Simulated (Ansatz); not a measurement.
# Stack of honeycomb BAs under 2H-MoTe2, shifted by a third of the diagonal in a perpendicular field, part 2 of 2

Wanted: the out-of-plane response of the stack of honeycomb BAs under 2H-MoTe2, shifted by a third of the diagonal. A positive field points along +c.

Ansatz 0.2.0; plane-wave DFT, PBE-D3(BJ), Ansatz PAW.

So far. Step 2 (Relaxation): The lattice constant a goes from 3.470 to 3.426 Å.

### Step 3. Single point, field 0, start network

A sawtooth potential applies the field, turning back in the middle of the vacuum. With the dipole correction the typed value is the field outside the slab. The induced dipole is small, so the SCF threshold is tight.

The cell differs from the one that the last finished run ended in (c 44.824 → 25.529 Å).

File input.yaml:

```yaml
crystal:
  lattice:
    - [3.4264338101, 0.0, 0.0]
    - [-1.7132169051, 2.9673787239, 0.0]
    - [0.0, 0.0, 25.5287216471]
  atoms:
    - { symbol: As, position: [0.6666666667, 0.3333333333, 0.353380903] }
    - { symbol: B, position: [0.3333333333, 0.6666666667, 0.3525440923] }
    - { symbol: Te, position: [0.6666666667, 0.3333333333, 0.5027919671] }
    - { symbol: Mo, position: [0.3333333333, 0.6666666667, 0.5751408149] }
    - { symbol: Te, position: [0.6666666667, 0.3333333333, 0.6474559077] }
kpoints:
  mp_grid: { grid: [18, 18, 1] }
  band_path:
    path: [[0, 0, 0], [0.5, 0, 0], [0.33333333, 0.33333333, 0], [0, 0, 0]]
    npoints: 16
hamiltonian:
  xc: pbe
  dispersion: d3bj
scf:
  occupations: { method: fermi_dirac, width: 0.02585 }
  convergence: { dr2_threshold: 1.0e-10 }
efield:
  axis: 3
  dipole_correction: true
  ramp_position: 0.97
  ramp_width: 0.06
  amplitude: 0
output:
  dos: { projected: true, e_range: [-6, 5] }
  write_potential: true
  write_density: true
  volumetric_format: npy
  elf: true
```

Launch:

```console
$ ansatz run input.yaml --threads 2 --pin off --max-ram 4096MiB --backend cpu --events-out ev --progress --plain --runs-dir out
```

Numbers of over 12 decimals in the logs are rounded to 6 here.

Log:

```text
[...]
Crystal: 5 atoms, lattice volume = 259.564 Å³
Basis set: ecut = 420 eV, 5077 PW (Γ)
Bands: 39, of which v1, the nominal top of the filled ones, is band 32 counted from 1 (31 counted from 0)
Symmetry: 6 space group operations
[...]
k-points: 37 of 324 (time reversal used)
[...]
SCF iter   1: F=—  HF=-23929.685627 eV  |F-HF|=—  |Δ(HF+E_count)|=         —  Δρ=3.59e-3  dr2=2.02e-1  ethr=1.77e-3  p=0.039 e·Å  D=2.69e-2 V/Å  ΔV_dip=-0.69 eV  dr2_dipole=6.12e-2  V_vac-E_F(+/−)=4.00/4.69 eV  ⟨swp⟩=11.1  Hψ=7115  notcnv=0
efield: sawtooth ramp at fractional position 0.9700 (set: `efield.ramp_position`, or a place that a band, a saddle search or an elastic batch's reference lends), width 0.0600; the density the first Hamiltonian is built on has a dipole p = 0.039 e·Å; the dipole correction subtracts the counter field D = 2.69e-2 V/Å, which shifts the + side's vacuum level by -0.69 eV against the − side's; the planar-averaged density in the ramp window peaks in size at 2.2e-5 e/Å³
[...]
SCF iter   2: F=—  HF=-23929.696821 eV  |F-HF|=—  |Δ(HF+E_count)|=   1.12e-2  Δρ=3.85e-3  dr2=3.29e-1  ethr=3.16e-4  p=-0.025 e·Å  D=-1.73e-2 V/Å  ΔV_dip=0.44 eV  dr2_dipole=6.87e-2  V_vac-E_F(+/−)=4.85/4.41 eV  ⟨swp⟩=3.3  Hψ=2299  notcnv=0  defer=55
[...]
SCF iter  13: F=-23929.667602 eV  HF=-23929.667602 eV  |F-HF|=3.64e-11  |Δ(HF+E_count)|=  5.09e-11  Δρ=4.98e-8  dr2=1.81e-11  ethr=1.00e-12  p=-0.002 e·Å  D=-1.25e-3 V/Å  ΔV_dip=0.03 eV  dr2_dipole=8.73e-13  V_vac-E_F(+/−)=4.51/4.48 eV  ⟨swp⟩=10.1  Hψ=4325  notcnv=0
SCF 1 converged in 13 iterations: F = -23929.667602 eV  dr2 = 1.81e-11
[...]
NSCF: frozen V_eff on 49 k-points
efield: sawtooth ramp at fractional position 0.9700 (kept from the solve that this one continues, or follows in the run), width 0.0600; the density the first Hamiltonian is built on has a dipole p = -0.002 e·Å; the dipole correction subtracts the counter field D = -1.25e-3 V/Å, which shifts the + side's vacuum level by +0.03 eV against the − side's; the planar-averaged density in the ramp window peaks in size at 1.2e-6 e/Å³
[...]
SCF converged after 13 iterations
Free energy (F): -23929.667602 eV
[...]
Internal energy: -23929.667599 eV  (E = F + TS)
E sigma→0 (E₀):  -23929.667600 eV
Entropy (-TS):   -0.000002 eV (-0.000 meV/atom)
Fermi energy:    2.105134 eV
Dipole field:    D = -0.001245 V/Å  (p = -0.001786 e·Å, saw-weighted, corrected)
Work function:   Φ+ = 4.5116 eV   Φ− = 4.4798 eV
Levels:          The Fermi level and band energies are counted from a zero that moves with the ramp; work functions are not
[...]
--- Band table (eV; the first three rows and the last of 37) ---
  k-point 0: bands = [... 28 lower, 0.4081, 1.0897, 1.1911, 1.1911, 4.8519, 5.3191, 5.3191, 5.5776, ... 3 higher]
  k-point 1: bands = [... 28 lower, 0.4485, 1.0953, 1.1284, 1.2058, 5.0046, 5.0924, 5.2372, 5.3491, ... 3 higher]
  k-point 2: bands = [... 28 lower, 0.5666, 0.9571, 1.1011, 1.1946, 4.5631, 4.6043, 5.1497, 5.1779, ... 3 higher]
  k-point 36: bands = [... 28 lower, -1.1065, -0.1589, 1.6218, 1.8707, 2.3102, 3.2725, 3.4950, 4.6390, ... 3 higher]
```

It took 61 s on 2 threads of Arm Neoverse N1, shared host; peak memory 0.73 GiB; 2 min of CPU time.

This step gave:

- dipole along the normal: -0.001786 e·Å
- gap along the path: 0.4396 eV
- smallest direct gap along the path: 0.4396 eV
- step between the vacuum levels: 0.03178 eV
- ionisation energy, upper face: 4.746 eV
- electron affinity, upper face: 4.307 eV
- ionisation energy, lower face: 4.714 eV
- gap, the smaller of path and mesh: 0.4396 eV

Running mean over a fixed 2.7 Å (it still follows the layers) of the planar mean; the ramp of the sawtooth is left out. Electron's electrostatic potential energy less the Fermi level against z:

| z (Å) | electron's electrostatic potential energy less the Fermi level (eV) |
| --- | --- |
| 3.0 | 4.48 |
| 3.5 | 4.48 |
| 4.0 | 4.48 |
| 4.5 | 4.48 |
| 5.0 | 4.48 |
| 5.5 | 4.46 |
| 6.0 | 4.41 |
| 6.5 | 4.17 |
| 7.0 | 3.20 |
| 7.5 | 0.898 |
| 8.0 | -1.78 |
| 8.5 | -3.63 |
| 9.0 | -4.11 |
| 9.5 | -3.74 |
| 10.0 | -2.05 |
| 10.5 | 0.197 |
| 11.0 | 1.14 |
| 11.5 | 1.04 |
| 12.0 | 0.0875 |
| 12.5 | -1.56 |
| 13.0 | -3.67 |
| 13.5 | -6.22 |
| 14.0 | -7.70 |
| 14.5 | -8.52 |
| 15.0 | -8.35 |
| 15.5 | -7.38 |
| 16.0 | -5.61 |
| 16.5 | -2.97 |
| 17.0 | -1.07 |
| 17.5 | 0.610 |
| 18.0 | 1.65 |
| 18.5 | 2.99 |
| 19.0 | 4.11 |
| 19.5 | 4.41 |
| 20.0 | 4.49 |
| 20.5 | 4.51 |
| 21.0 | 4.51 |
| 21.5 | 4.51 |
| 22.0 | 4.51 |
| 22.5 | 4.51 |

The density of states has structure finer than the step of the table below, so its rows give means over 0.25 eV, whole bins alone (the curve runs from -6 to 2.19 eV). Peaks (eV: height): -3.680: 8.51, -2.250: 6.62, -1.340: 7.19, -1.010: 7.93, -0.900: 6.61, 1.750: 8.29, 2.020: 6.82.

Table of density of states by energy, zero at the Fermi level of the run, which the smearing sets inside the gap; means over each step:

| energy (eV) | density of states (states/eV a cell) |
| --- | --- |
| -5.75 | 1.50 |
| -5.50 | 1.51 |
| -5.25 | 3.11 |
| -5.00 | 3.92 |
| -4.75 | 3.27 |
| -4.50 | 2.44 |
| -4.25 | 2.17 |
| -4.00 | 2.35 |
| -3.75 | 6.21 |
| -3.50 | 3.18 |
| -3.25 | 2.53 |
| -3.00 | 4.12 |
| -2.75 | 3.00 |
| -2.50 | 3.69 |
| -2.25 | 4.99 |
| -2.00 | 2.27 |
| -1.75 | 3.00 |
| -1.50 | 4.49 |
| -1.25 | 4.23 |
| -1.00 | 4.23 |
| -0.75 | 1.59 |
| -0.50 | 3.71 |
| -0.25 | 1.34 |
| 0.00 | 0 |
| 0.25 | 0.0730 |
| 0.50 | 0.303 |
| 0.75 | 0.746 |
| 1.00 | 2.90 |
| 1.25 | 3.92 |
| 1.50 | 3.26 |
| 1.75 | 5.35 |
| 2.00 | 5.60 |

Projected DOS per atom over height of the atomic layer and energy from the Fermi level. Layers: BAs Te Mo Te from below.

Values in states/eV, 22 rows by 4 columns, each cell a mean:
```
0.52 0.84 2.39 0.85
0.21 0.54 2.48 0.53
0.27 0.48 2.24 0.50
0.42 0.15 0.53 0.16
0.15 0.00 0.01 0.00
0.01 0.00 0.00 0.00
0.01 0.35 0.77 0.34
0.07 0.48 1.40 0.47
0.23 0.72 1.79 0.63
0.44 1.00 1.84 0.82
0.22 0.58 1.22 0.79
0.32 0.74 1.16 0.97
0.50 0.88 1.19 0.79
0.53 0.69 0.95 0.77
0.36 0.72 0.77 0.79
0.61 1.31 1.18 1.19
0.68 0.54 0.44 0.60
0.60 0.28 0.22 0.30
0.43 0.87 0.72 0.80
0.34 1.16 0.80 1.12
0.29 0.46 0.32 0.42
0.31 0.29 0.17 0.28
```
Columns: height of the atomic layer (Å) from 9.01 to 16.5 (not evenly spaced); rows upwards: energy from the Fermi level (eV) from -5.96 to 2.14.

Electronic bands along the path, in eV, zero at the Fermi level of the run, which the smearing sets inside the gap:

| point | band 29 | band 30 | band 31 | band 32 | band 33 | band 34 | band 35 | band 36 |
| --- | --- | --- | --- | --- | --- | --- | --- | --- |
| Γ | -1.70 | -1.02 | -0.91 | -0.91 | 2.75 | 3.21 | 3.21 | 3.47 |
| halfway | -1.79 | -1.53 | -1.18 | -0.99 | 1.20 | 2.10 | 2.14 | 2.49 |
| M | -2.32 | -1.51 | -0.99 | -0.25 | 0.85 | 1.47 | 1.67 | 1.80 |
| halfway | -2.43 | -2.19 | -1.12 | -0.39 | 0.74 | 1.39 | 2.04 | 2.06 |
| K | -3.21 | -2.26 | -0.48 | -0.23 | 0.21 | 1.17 | 1.39 | 2.53 |
| halfway | -2.67 | -1.73 | -1.11 | -0.71 | 0.96 | 1.76 | 1.82 | 3.29 |
| Γ | -1.70 | -1.02 | -0.91 | -0.91 | 2.75 | 3.21 | 3.21 | 3.47 |

ELF in the ca plane at fractional y = 0.333, with atoms of As and Te within 0.2 Å of it. It is the smooth field of the valence electrons, not physical close to the nuclei.

Ten even steps from '0' (0.00) to '9' (0.85), each cell a mean:
```
00012577777773027865566422466556887420000000
00024787545774148751135522554114799742000000
00135787322675148720014522442002699862000000
00125787423675148730025532552003799852000000
00013677766774138864356522465336898631000000
00001367888762015776665322356666775210000000
00000135666531001234442222224544311000000000
00000134555421000123332133123332100000000000
00001246777641003566664222246656542100000000
```
Columns run along c (16.0 Å, from fractional 0.23 to 0.85 of the cell), rows up along a (3.4 Å). Atoms in or near the plane, at fractional coordinates: As at (0.35, 0.67), Te at (0.50, 0.67), Te at (0.65, 0.67).

Electrostatic potential energy in the ca plane at fractional y = 0.333, with atoms of As and Te within 0.2 Å of it. With pseudopotentials it is smooth inside the atoms' cores, unlike the true potential.

Ten even steps from '0' (-16 eV) to '9' (24 eV), each cell a mean:
```
55555555555555555554310134555430001344443100
55555555555555555553024114555412771144441167
55555555555555555542079503555307995034430499
55555555555555555543058303555305993034430399
55555555555555555554100024555420220244442022
55555555555555555555422345555542112343343211
55555555555555555555443445555554444432234444
55555555555555555555444445555555444431134444
55555555555555555555433445555544334432234433
```
Columns run along c (16.0 Å, from fractional 0.04 to 0.67 of the cell; values clipped at the 3rd and 97th percentile), rows up along a (3.4 Å). Atoms in or near the plane, at fractional coordinates: As at (0.35, 0.67), Te at (0.50, 0.67), Te at (0.65, 0.67).

Valence density in the ca plane at fractional y = 0.333, with atoms of As and Te within 0.2 Å of it. It is the smooth field of the valence electrons, not physical close to the nuclei.

Ten steps, logarithmic in the rise over the least value, from '0' (0 e/Å³) to '9' (26 e/Å³), each cell a mean:
```
00000001232110000123322111122332100000000000
00000012576310001246642111124664210000000000
00000013898410001368863111126886310000000000
00000013797410001258862111125786310000000000
00000012344210001235532111123453210000000000
00000001222100000112221111112221100000000000
00000001111100000001111122111110000000000000
00000000111100000001111122111110000000000000
00000001121100000011111111111111000000000000
```
Columns run along c (16.0 Å, from fractional 0.23 to 0.85 of the cell), rows up along a (3.4 Å). Atoms in or near the plane, at fractional coordinates: As at (0.35, 0.67), Te at (0.50, 0.67), Te at (0.65, 0.67).

The gap is 0.44 eV, with the valence edge 4.75 eV and the conduction edge 4.31 eV under the upper vacuum level. Spin-orbit coupling, left out in this run, matters for the bands of elements this heavy.

### Step 4. Atoms held, field 0.1 V/Å

Changes to input.yaml since step 3:

```diff
@@ -25,7 +25,6 @@
   dipole_correction: true
-  ramp_position: 0.97
-  ramp_width: 0.06
-  amplitude: 0
+  ramp_position: 0.964
+  ramp_width: 0.0804
+  amplitude: 0.1
 output:
-  dos: { projected: true, e_range: [-6, 5] }
   write_potential: true
@@ -33,2 +32 @@
   volumetric_format: npy
-  elf: true
```

Log:

```text
[...]
Crystal: 5 atoms, lattice volume = 259.564 Å³
Basis set: ecut = 420 eV, 5077 PW (Γ)
Bands: 39, of which v1, the nominal top of the filled ones, is band 32 counted from 1 (31 counted from 0)
Symmetry: 6 space group operations
[...]
k-points: 37 of 324 (time reversal used)
[...]
k-point 0: bands = [... 28 lower, 0.4377, 1.1188, 1.2208, 1.2208, 4.7918, 5.3485, 5.3485, 5.5105, ... 3 higher]
  k-point 1: bands = [... 28 lower, 0.4781, 1.1255, 1.1581, 1.2347, 4.9474, 5.1183, 5.2652, 5.3779, ... 3 higher]
  k-point 2: bands = [... 28 lower, 0.5963, 0.9869, 1.1340, 1.2212, 4.5904, 4.6380, 5.0901, 5.2075, ... 3 higher]
  k-point 36: bands = [... 28 lower, -1.0787, -0.1301, 1.5662, 1.9004, 2.2498, 3.3016, 3.5253, 4.6685, ... 3 higher]
[key lines of the parts left out:]
SCF converged after 15 iterations
Free energy (F): -23929.670062 eV
Fermi energy:    2.089830 eV
Dipole field:    D = 0.035553 V/Å  (p = 0.050998 e·Å, saw-weighted, corrected)
```

Elapsed: 65 s, on 2 threads; peak memory 0.72 GiB.

The dipole is 0.0510 e·Å, 0.0528 e·Å from its value without field, and the gap 0.349 eV.

### Step 5. Atoms held, field -0.1 V/Å

Changes to input.yaml since step 4:

```diff
@@ -27,3 +27,3 @@
   ramp_width: 0.0804
-  amplitude: 0.1
+  amplitude: -0.1
 output:
```

Log:

```text
[...]
Crystal: 5 atoms, lattice volume = 259.564 Å³
Basis set: ecut = 420 eV, 5077 PW (Γ)
Bands: 39, of which v1, the nominal top of the filled ones, is band 32 counted from 1 (31 counted from 0)
Symmetry: 6 space group operations
[...]
k-points: 37 of 324 (time reversal used)
[...]
k-point 0: bands = [... 28 lower, 0.3768, 1.0593, 1.1596, 1.1596, 4.9114, 5.2876, 5.2876, 5.5455, ... 3 higher]
  k-point 1: bands = [... 28 lower, 0.4172, 1.0634, 1.0969, 1.1756, 5.0398, 5.0845, 5.2031, 5.3181, ... 3 higher]
  k-point 2: bands = [... 28 lower, 0.5352, 0.9256, 1.0659, 1.1672, 4.5297, 4.5719, 5.1464, 5.2088, ... 3 higher]
  k-point 36: bands = [... 28 lower, -1.1363, -0.1894, 1.6770, 1.8392, 2.3699, 3.2418, 3.4631, 4.6078, ... 3 higher]
[key lines of the parts left out:]
SCF converged after 15 iterations
Free energy (F): -23929.670418 eV
Fermi energy:    2.119282 eV
Dipole field:    D = -0.038013 V/Å  (p = -0.054528 e·Å, saw-weighted, corrected)
```

The job ended after 66 s (2 threads; peak memory 0.72 GiB).

The dipole is -0.0545 e·Å, -0.0527 e·Å from its value without field, and the gap 0.531 eV.

### Step 6. Response, atoms held

This step: plane-wave DFT, PBE-D3(BJ), Ansatz PAW; response to a field along the normal, atoms held (Ansatz 0.2.0).

The dipoles give the slope, and the difference of two potentials shows where the field is screened.

This step gave:

```
equivalent conductor thickness p/(ε₀AE) : 9.390 Å
distance between the outer atoms        : 7.529 Å
```

Table of dipole of the cell by applied field:

| applied field (V/Å) | dipole of the cell (e·Å) |
| --- | --- |
| -0.1000 | -0.0545 |
| 0.0000 | -0.00179 |
| 0.1000 | 0.0510 |

Local field over the applied field, running mean. From the potentials at -0.1 and 0.1 V/Å; running mean over 2.8 Å. Local field over applied field against z:

z (Å), local field over applied field and a bar:
```
      4.5      0.997 ##############################
      5.0      0.991 ##############################
      5.5      0.975 #############################
      6.0      0.933 ############################
      6.5      0.844 #########################
      7.0      0.701 #####################
      7.5      0.537 ################
      8.0      0.380 ###########
      8.5      0.240 #######
      9.0      0.165 ####
      9.5      0.174 #####
     10.0      0.233 ######
     10.5      0.273 ########
     11.0      0.283 ########
     11.5      0.269 ########
     12.0      0.213 ######
     12.5      0.134 ###
     13.0      0.069 #
     13.5      0.039 
     14.0      0.031 
     14.5      0.026 
     15.0      0.027 
     15.5      0.036 
     16.0      0.056 #
     16.5      0.110 ###
     17.0      0.218 ######
     17.5      0.366 ###########
     18.0      0.527 ###############
     18.5      0.684 ####################
     19.0      0.824 #########################
     19.5      0.918 ############################
     20.0      0.967 #############################
     20.5      0.987 ##############################
     21.0      0.995 ##############################
```

Electrons, planar mean, per unit field. The induced electron density by z:

z (Å), induced electron density (e/Å³ per V/Å) and a bar from the least value:
```
      4.5    0.00001 ##############
      5.0    0.00003 ##############
      5.5    0.00009 ###############
      6.0    0.00027 ###############
      6.5    0.00073 #################
      7.0    0.00175 ######################
      7.5    0.00332 #############################
      8.0    0.00356 ##############################
      8.5    0.00059 #################
      9.0   -0.00015 ##############
      9.5   -0.00006 ##############
     10.0   -0.00241 ####
     10.5   -0.00177 ######
     11.0    0.00028 ################
     11.5    0.00205 #######################
     12.0    0.00172 ######################
     12.5    0.00059 #################
     13.0    0.00026 ###############
     13.5    0.00016 ###############
     14.0   -0.00032 #############
     14.5   -0.00025 #############
     15.0    0.00013 ###############
     15.5    0.00053 #################
     16.0   -0.00029 #############
     16.5   -0.00066 ###########
     17.0   -0.00079 ###########
     17.5   -0.00278 ##
     18.0   -0.00324 
     18.5   -0.00191 ######
     19.0   -0.00086 ##########
     19.5   -0.00035 #############
     20.0   -0.00013 ##############
     20.5   -0.00005 ##############
     21.0   -0.00002 ##############
```

The smaller of the gaps on the path and on the k-mesh, counted as 0 under 0.03 eV. Gap against applied field:

| applied field (V/Å) | gap (eV) |
| --- | --- |
| -0.1000 | 0.531 |
| 0.0000 | 0.440 |
| 0.1000 | 0.349 |

By hand: between -0.1 and 0.1 V/Å the dipole changes by 0.1055 e·Å, a slope of 0.5276 e·Å²/V. A perfect conductor of thickness t has p = ε₀AEt, so t = 180.95 × 0.5276 / 10.168 = 9.39 Å (e/ε₀ = 180.95 V·Å, A in Å²).

The induced dipole is that of a conductor 9.39 Å thick.

### Step 7. Results

* gap without field: 0.440 eV
* ionisation energy, upper face: 4.75 eV
* electron affinity, upper face: 4.31 eV
* step between the vacuum levels: 0.0318 eV
* equivalent conductor thickness, atoms held: 9.39 Å

What this shows: The induced dipole equals that of a perfect conductor 9.39 Å thick, while the outer atoms lie 7.53 Å apart; an out-of-plane ε follows only once a thickness t is chosen, by 1 − 1/ε = 9.39 Å / t. The two faces differ: the vacuum level above lies 0.03 eV higher than the one below. The gap goes from 0.44 eV to 0.53 eV at -0.1 V/Å. With the field reversed the gap is 0.35 eV at 0.1 V/Å. Semilocal functionals give gaps that are too small, and excitons are not included. Spin-orbit coupling is left out, which matters for the bands of elements this heavy.

[Logs are printed without paths, hosts, clocks, repeated set-up lines and the standing remarks that a program may print on its own settings, such as how far it seeks lower states.]

[Hosts, paths, dates, database ids (printed as entryN), source tags and the programs' standing remarks are cut or masked in the printed files.]

[Maps of the electrostatic potential energy from Ansatz leave out the sawtooth potential of an applied field or a dipole correction, so their vacuum need not be flat; planar profiles and work functions include it.]

[The density of states shown here was stored with 400 of the rows of the run's finer table, so its peaks can read low, often by over a quarter, or be missed, and its means over a window can be off by a tenth or more.]
